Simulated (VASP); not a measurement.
## Cutoff convergence: NaI

System: NaI (rock salt type, first atom moved by 0.06 Å along [111]), 2 atoms in the cell.

```
Na I
1.0
     0.00000    3.26500    3.26500
     3.26500    0.00000    3.26500
     3.26500    3.26500    0.00000
Na I
1 1
Direct
  0.00530 0.00530 0.00530
  0.50000 0.50000 0.50000
```

The calculation used HSE06, plane waves, standard recommended PAW potentials (VASP 6.6.1).

Orbitals from an earlier step on the same cell; potentials Na_pv I; PREC = Normal; HFSCREEN = 0.208; HFRCUT = 0; PRECFOCK = Fast; k-mesh 4×4×4 Γ-centred; Fermi–Dirac smearing of 0.05 eV; no spin polarisation; no spin–orbit coupling.

| cutoff (eV) | E − E(top) (meV/atom) | pressure at fixed basis (GPa) | rms force change (meV/Å) |
| --- | --- | --- | --- |
| 234 | 18.4 | -3.10 | 0.9 |
| 260 | 3.7 | -0.98 | 0.9 |
| 299 | 2.8 | -0.31 | 0.7 |
| 337 | 0.0 | -0.29 | 0.0 |

Against the 337 eV run, no lower cutoff brings the total energy within 1 meV/atom. Forces lie within 20 meV/Å (rms) from 234 eV on. The pressure at a fixed basis moves by -2.81 GPa at 234 eV.

Potentials made with PBE were used with another functional.
